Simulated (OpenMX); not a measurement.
Mo:

```
CELL_PARAMETERS angstrom
-1.58381 1.58381 1.58381
1.58381 -1.58381 1.58381
1.58381 1.58381 -1.58381
ATOMIC_POSITIONS crystal
Mo 0.00000 0.00000 0.00000
```

Base run:

```yaml
Program: OpenMX 3.8.5
Functional: PBE
Potentials_or_basis: OpenMX 2013 PBE set, Mo7.0-s3p2d2, grid cutoff 400 Ry
k_mesh: 9 × 9 × 9
Occupations: fermi-dirac, width 0.05 eV
Spin: no spin polarisation
```

Its results: band gap on the k mesh none (metal or under the smearing width); pressure 2.0 GPa.

The run is repeated on the same cell with these changes: dispersion from none to D3. What comes out?

Band gap on the k mesh none (metal or under the smearing width); pressure -5.0 GPa.

Dispersion adds attraction, which lowers the pressure at fixed volume and, as a term added to the energy, leaves the levels alone.

Caveats: the basis of atomic orbitals isn't converged, which shifts pressures, moduli and gaps; pairwise dispersion overbinds metals, which lowers pressure and volume (some runs).
